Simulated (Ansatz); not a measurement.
# Ti: relativity, spin-orbit coupling and the nucleus

Aim: hold the cell of Ti and change the physics step by step: no relativity; spin-orbit coupling on.

Method: DFT, at the level named in each step, in Ansatz 0.2.0.

## Step 1: The structure to begin with

It takes space group P6_3/mmc (No. 194, hexagonal). Conventional cell: a = 2.950 Å, b = 2.950 Å, c = 4.686 Å, α = 90.00°, β = 90.00°, γ = 120.00°. Ti (site symmetry -6m2) is surrounded by 12 Ti at 2.90 to 2.95 Å.

As a file:

```cif
data_structure
_symmetry_space_group_name_H-M 'P6_3/mmc'
_symmetry_Int_Tables_number 194
_cell_length_a 2.9500
_cell_length_b 2.9500
_cell_length_c 4.6860
_cell_angle_alpha 90.000
_cell_angle_beta 90.000
_cell_angle_gamma 120.000
_cell_volume 35.32
loop_
_atom_site_label
_atom_site_type_symbol
_atom_site_symmetry_multiplicity
_atom_site_Wyckoff_symbol
_atom_site_fract_x
_atom_site_fract_y
_atom_site_fract_z
_atom_site_occupancy
Ti1 Ti 2 c 0.33333 0.66667 0.25000 1
```

The file gives the conventional cell by its symmetry; the runs use the cell typed in the input.

The geometry is a database entry used as it stands. It may stem from high pressure or temperature, or be incomplete, so it serves as a test cell.

Atoms are numbered in the order of the input: Ti1, Ti2.

## Step 2: No relativity, LAPW

input.yaml

```yaml
crystal:
  lattice:
    - [2.9499978604, 0.0, 0.0]
    - [-1.4749989302, 2.5547730882, 0.0]
    - [0.0, 0.0, 4.686]
  atoms:
    - { symbol: Ti, position: [0.3333333333, 0.6666666667, 0.25] }
    - { symbol: Ti, position: [0.6666666667, 0.3333333333, 0.75] }
kpoints:
  mp_grid: { grid: [14, 14, 8] }
  band_path:
    path:
      - [0.0, 0.0, 0.0]
      - [0.5, 0.0, 0.0]
      - [0.3333333333, 0.3333333333, 0.0]
      - [0.0, 0.0, 0.0]
      - [0.0, 0.0, 0.5]
      - [0.5, 0.0, 0.5]
      - [0.3333333333, 0.3333333333, 0.5]
      - [0.0, 0.0, 0.5]
      - [0.5, 0.0, 0.5]
    npoints: 5
scf:
  occupations: { method: fermi_dirac, width: 0.05 }
hamiltonian:
  xc: pbe
  pseudopotentials:
    kind: all_electron
    lapw: { basis_error: 0.00025 }
    relativity: none
output:
  forces: true
  stress: true
  eigenvalues: true
```

The log of the run (excerpt; [...] marks lines left out):

```text
LAPW: plane waves up to 8.183 Å⁻¹, error target 2.5e-4 eV per atom; Ti in spheres of 1.448 Å, 12 of its electrons in bands, Dirac shells []
[...]
Pseudopotentials: kind: all_electron
Pseudopotential: Ti, LAPW, valence charge 12, Schrödinger's equation, point nucleus
Functional definition: PBE
[...]
Crystal: 2 atoms, lattice volume = 35.316 Å³
Basis set: ecut = 255.11084358014963 eV, 313 PW (Γ), exchange–correlation at level 2
Bands: 16, of which v1, the nominal top of the filled ones, is band 12 counted from 1 (11 counted from 0)
Symmetry: 24 space group operations
Space group: P63/mmc (ITA 194), of the structure as read, at distance tolerance 3.3e-5 Å
k-points: 120 of 1568
[...]
SCF iter   1: F=—  HF=-46223.148536 eV  |F-HF|=—  |Δ(HF+E_count)|=         —  Δρ=2.48e-2  dr2=1.61e-1  ethr=6.68e-4  ⟨swp⟩=2.7  Hψ=13685  notcnv=0
[...]
the basis was enlarged: its passes take 637.9 KiB over the memory plan, 1 of 1 planned eigensolver slots
[...]
SCF iter   6: F=-46222.805727 eV  HF=-46222.805727 eV  |F-HF|=5.91e-8  |Δ(HF+E_count)|=   7.46e-7  Δρ=7.27e-6  dr2=1.35e-8  ethr=7.16e-9  ⟨swp⟩=2.5  Hψ=6199  notcnv=0
[...]
NSCF: frozen V_eff on 41 k-points
SCF converged after 6 iterations
Free energy (F): -46222.805727 eV
[...]
E sigma→0 (E₀):  -46222.797226 eV
Entropy (-TS):   -0.017002 eV (-8.501 meV/atom)
Fermi energy:    13.510878 eV
[...]
--- Forces (eV/Å), atoms counted from 1 ---
  atom   1  Ti    -0.00000000    -0.00000000     0.00000000
  atom   2  Ti    -0.00000000     0.00000000     0.00000000
[...]
--- Stress (GPa, compression-positive) ---
       -1.124672      -0.000000       0.000000
       -0.000000      -1.124672       0.000000
        0.000000       0.000000      -1.461226
  P = ⅓ Tr σ = -1.2369 GPa (-12.369 kbar)
--- Band table (eV; the first three rows and the last of 120) ---
  k-point 0: bands = ["-42.3638", "-42.2266", "-19.7046", "-19.0825", "-19.0825", "-19.0228", "-18.9862", "-18.9862", "7.5362", "10.9173", "14.2581", "14.2581", "14.2825", "14.3440", "14.7362", "14.7362"]
[...]
```

It took 21 s on 1 thread, shared host.

This run gives: pressure -1.24 GPa; no gap.

## Step 3: Spin-orbit coupling on, LAPW

Changes to input.yaml since step 2:

```diff
@@ -26,6 +26,3 @@
   xc: pbe
-  pseudopotentials:
-    kind: all_electron
-    lapw: { basis_error: 0.00025 }
-    relativity: none
+  pseudopotentials: { kind: all_electron, lapw: { basis_error: 0.00025 } }
 output:
@@ -34 +31,4 @@
   eigenvalues: true
+magnetization:
+  noncollinear: true
+  spin_orbit: true
```

The log of the run (excerpt; [...] marks lines left out):

```text
LAPW: plane waves up to 8.215 Å⁻¹, error target 2.5e-4 eV per atom; Dirac's equation on spinors; Ti in spheres of 1.448 Å, 12 of its electrons in bands
[...]
Pseudopotentials: kind: all_electron
Pseudopotential: Ti, LAPW, valence charge 12, Dirac's equation, gaussian nucleus
Functional definition: PBE
[...]
non-collinear run that drives no moment, with spin-orbit: no starting moment large enough to seed its density (crystal.atoms[].spin), no starting occupations that ask for one, no magnetisation constraint and no magnetic field, so the semilocal B_xc is pinned to zero
Crystal: 2 atoms, lattice volume = 35.316 Å³
Basis set: ecut = 257.0953176199387 eV, 313 PW (Γ), exchange–correlation at level 2
Bands: 32, of which v1, the nominal top of the filled ones, is band 24 counted from 1 (23 counted from 0)
Symmetry: 24 space group operations + 24 with time reversal
[...]
NSCF: frozen V_eff on 41 k-points
SCF converged after 7 iterations
Magnetization: |M| = 0.0000 μB,  M = (+0.0000, +0.0000, +0.0000) μB
Absolute magnetization: 0.0000 μB (∫|m|)
  site 0: m = (+0.0000, +0.0000, +0.0000) μB, |m| = 0.0000 μB  (R = 1.45 Å)
  site 1: m = (+0.0000, +0.0000, +0.0000) μB, |m| = 0.0000 μB  (R = 1.45 Å)
Free energy (F): -46467.137323 eV
[...]
E sigma→0 (E₀):  -46467.129100 eV
Entropy (-TS):   -0.016446 eV (-8.223 meV/atom)
Fermi energy:    13.529235 eV
[...]
--- Forces (eV/Å), atoms counted from 1 ---
  atom   1  Ti    -0.00000000    -0.00000000     0.00000000
  atom   2  Ti    -0.00000000     0.00000000     0.00000000
[...]
--- Stress (GPa, compression-positive) ---
       -1.507192      -0.000000       0.000000
       -0.000000      -1.507192       0.000000
        0.000000       0.000000      -1.940030
  P = ⅓ Tr σ = -1.6515 GPa (-16.515 kbar)
--- Band table (eV; the first three rows and the last of 120) ---
[...]
```

Wall time 3.7 min (1 thread, shared host).

This run gives: pressure -1.65 GPa; no gap.

Levels at the path's labelled points, in eV from the Fermi level:

| point | band 21 | band 22 | band 23 | band 24 | band 25 | band 26 | band 27 |
| --- | --- | --- | --- | --- | --- | --- | --- |
| Γ | 0.69 | 0.69 | 0.75 | 0.75 | 0.79 | 0.79 | 0.86 |
| M | -1.81 | -1.81 | -0.64 | -0.64 | 0.49 | 0.49 | 0.60 |
| K | -1.36 | -1.36 | -1.28 | -1.28 | 0.22 | 0.22 | 0.23 |
| Γ | 0.69 | 0.69 | 0.75 | 0.75 | 0.79 | 0.79 | 0.86 |
| A | 0.07 | 0.07 | 0.07 | 0.07 | 0.67 | 0.67 | 0.67 |
| L | -0.80 | -0.80 | -0.80 | -0.80 | 1.28 | 1.28 | 1.28 |
| H | -1.06 | -1.06 | -1.05 | -1.05 | -0.23 | -0.23 | -0.23 |
| A | 0.07 | 0.07 | 0.07 | 0.07 | 0.67 | 0.67 | 0.67 |
| L | -0.80 | -0.80 | -0.80 | -0.80 | 1.28 | 1.28 | 1.28 |

## Step 4: Spin-orbit coupling on, PAW

Changes to input.yaml since step 3:

```diff
@@ -26,3 +26,3 @@
   xc: pbe
-  pseudopotentials: { kind: all_electron, lapw: { basis_error: 0.00025 } }
+  pseudopotentials: { kind: paw_fr }
 output:
@@ -31,2 +31,3 @@
   eigenvalues: true
+  efg: { contact_densities: true }
 magnetization:
```

The log of the run (excerpt; [...] marks lines left out):

```text
[...]
Pseudopotentials: kind: paw_fr
Pseudopotential: Ti, paw_fr, valence charge 12, recommended cutoff 420 eV (normal)#standard-fr
Functional definition: PBE
[...]
non-collinear run that drives no moment, with spin-orbit: no starting moment large enough to seed its density (crystal.atoms[].spin), no starting occupations that ask for one, no magnetisation constraint and no magnetic field, so the semilocal B_xc is pinned to zero
Crystal: 2 atoms, lattice volume = 35.316 Å³
Basis set: ecut = 420 eV, 687 PW (Γ), exchange–correlation on 40×40×64 points (8 copies of the dense FFT grid, shifted against one another)
Bands: 32, of which v1, the nominal top of the filled ones, is band 24 counted from 1 (23 counted from 0)
Symmetry: 24 space group operations + 24 with time reversal
Magnetic group: BNS 194.264 (UNI 1494), of the structure as read, at distance tolerance 3.3e-5 Å
[...]
Free energy (F): -4999.479377 eV
[...]
E sigma→0 (E₀):  -4999.471147 eV
Entropy (-TS):   -0.016461 eV (-8.230 meV/atom)
Fermi energy:    13.123255 eV
[...]
--- Forces (eV/Å), atoms counted from 1 ---
  atom   1  Ti    -0.00000000    -0.00000000     0.00000000
  atom   2  Ti    -0.00000000     0.00000000     0.00000000
[...]
--- Stress (GPa, compression-positive) ---
       -1.496748      -0.000000       0.000000
       -0.000000      -1.496748       0.000000
        0.000000       0.000000      -1.930212
  P = ⅓ Tr σ = -1.6412 GPa (-16.412 kbar)
--- PAW observables at the nuclei: V_zz in 10²¹ V/m², potentials from the cell's mean, atoms counted from 1 ---
  atom   1  Ti V_zz =    +1.837829   η = 0.0000   by run symmetry: allowed
            electrostatic potential = -2530.981042 V   contact ρ = 56806.114868 e/Å³
  atom   2  Ti V_zz =    +1.837829   η = 0.0000   by run symmetry: allowed
            electrostatic potential = -2530.981042 V   contact ρ = 56806.114868 e/Å³
--- Band table (eV; the first three rows and the last of 120) ---
[...]
```

Run time: 33 s. Hardware: 1 thread, shared host.

In short: pressure -1.64 GPa; no gap; Vzz Ti1 1.84 (η = 0.00) (10²¹ V/m²).

## Step 5: Side by side

```
                         run  pressure (GPa)  Vzz Ti1 (10²¹ V/m²)  SCF cycles, all passes     time
         no relativity, LAPW           -1.24                    –                       6     21 s
spin-orbit coupling on, LAPW           -1.65                    –                       7  3.7 min
 spin-orbit coupling on, PAW           -1.64                 1.84                       7     33 s
```

## Step 6: What came out

```
                              quantity      value
         pressure, no relativity, LAPW  -1.24 GPa
pressure, spin-orbit coupling on, LAPW  -1.65 GPa
```

**Reading.** Going from no relativity to the run with spin-orbit coupling (scalar and spin-orbit effects together) moves the pressure by -0.41 GPa; the heaviest element has Z = 22. With spin-orbit coupling: in pressure, PAW differs from LAPW by +0.01 GPa.
